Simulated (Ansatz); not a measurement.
# Relaxing CaB₆

Theory: Ansatz 0.2.0, DFT PBE, scalar-relativistic, plane waves, PAW.

The start is a database structure of CaB₆, space group Pm-3m (No. 221).

Input of the last, converged step (default PAW datasets):

```yaml
crystal:
  lattice:
    - [4.13844183, 0.0, 0.0]
    - [0.0, 4.13844183, 0.0]
    - [0.0, 0.0, 4.13844183]
  atoms:
    - { symbol: Ca, position: [0.0, 0.0, 0.0] }
    - { symbol: B, position: [0.20168451, 0.5, 0.5] }
    - { symbol: B, position: [0.5, 0.5, 0.79831549] }
    - { symbol: B, position: [0.5, 0.5, 0.20168451] }
    - { symbol: B, position: [0.5, 0.20168451, 0.5] }
    - { symbol: B, position: [0.5, 0.79831549, 0.5] }
    - { symbol: B, position: [0.79831549, 0.5, 0.5] }
basis:
  ecutwfc: 420
kpoints:
  mp_grid: { grid: [8, 8, 8] }
hamiltonian:
  xc: pbe
scf:
  occupations: { method: gaussian, width: 0.01 }
output:
  forces: true
  stress: true
  eigenvalues: true
relax:
  adjacent_minimum: "off"
  f_tol: 0.01
  max_steps: 80
  cell: { stress_tol: 0.05 }
```

Launched as:

```bash
ansatz run input.yaml --threads 1 --pin off --max-ram 2560MiB --backend cpu --events-out ev --progress --plain --runs-dir out
```

It took 12 s on 1 thread of Arm Neoverse V1 (shared host), peak memory 0.34 GiB.

End of the output:

```
SCF converged after 4 iterations
Free energy (F): -2755.212401 eV
Harris-Foulkes:  -2755.212401 eV  (|F-HF|=8.91e-11)
Internal energy: -2755.212401 eV  (E = F + TS)
E sigma→0 (E₀):  -2755.212401 eV
Fermi energy:    8.366676 eV
--- Per-component energies (eV) ---
  E_band       = -92.354022
  E_kinetic    = 577.758600
  E_local      = -864.767384  (includes V_loc(G=0)·N_el)
  E_nonlocal   = 132.199086
  E_hartree    = 273.314340
  E_xc         = -332.837129
  E_vxc        = -403.535508  (∫ρ·V_xc dr)
  E_paw        = -1330.095041  (= ΣΔE_a)
  E_vpaw       = -80.637526  (= ΣTr[D̂ρ^β])
  E_aug_tail   = -0.000022  (compensation charges beyond the density's cutoff)
  E_ewald      = -1210.784851
  E_smearing   =  0.000000  (= −TS)
  E_closure    = 0.000000  (closes the sum)
  Σ components = -2755.212401   (vs F -2755.212401, Δ=0.00e0)
--- Forces (eV/Å), atoms counted from 1 ---
  atom   1  Ca     0.00000000     0.00000000     0.00000000
  atom   2  B     -0.00883692     0.00000000     0.00000000
  atom   3  B      0.00000000     0.00000000     0.00883692
  atom   4  B      0.00000000     0.00000000    -0.00883692
  atom   5  B      0.00000000    -0.00883692     0.00000000
  atom   6  B      0.00000000     0.00883692     0.00000000
  atom   7  B      0.00883692     0.00000000     0.00000000
  max |Σ_I F_I| component: 1.73e-18 eV/Å
--- Stress (GPa, compression-positive) ---
        0.031367       0.000000       0.000000
        0.000000       0.031367       0.000000
        0.000000       0.000000       0.031367
  P = ⅓ Tr σ = 0.0314 GPa (0.314 kbar)
--- Relaxed structure (3 steps of the walk, 3 accepted, 1 SCFs on fresh bases) ---
  F+E_penalty+E_count = -2755.21240143 eV   max|allowed force component| = 8.837e-3 eV/Å   (the final SCF, on the basis selected at the relaxed cell)
  cell:  # Å, volume = 71.3482 Å³
    - [4.147575, 0.000000, 0.000000]
    - [0.000000, 4.147575, 0.0]
    - [0.000000, 0.0, 4.147575]
  atoms:
    - { symbol: Ca, position: [0.000000, 0.000000, 0.000000] }
    - { symbol: B, position: [0.201825, 0.500000, 0.500000] }
    - { symbol: B, position: [0.500000, 0.500000, 0.798175] }
    - { symbol: B, position: [0.500000, 0.500000, 0.201825] }
    - { symbol: B, position: [0.500000, 0.201825, 0.500000] }
    - { symbol: B, position: [0.500000, 0.798175, 0.500000] }
    - { symbol: B, position: [0.798175, 0.500000, 0.500000] }
```

Total energies depend on the potentials used, so only differences within one code and one set of settings carry meaning.

The result has space group Pm-3m (No. 221). Around Ca lie 24 B at 3.05 Å; B has 5 B at 1.67–1.75 Å.

Against the elements it lies at -0.409 eV/atom. Formation energies are uncorrected and refer to the elements' standard structures at the same level.

Symmetry constrained the relaxation, so the result can be a saddle point.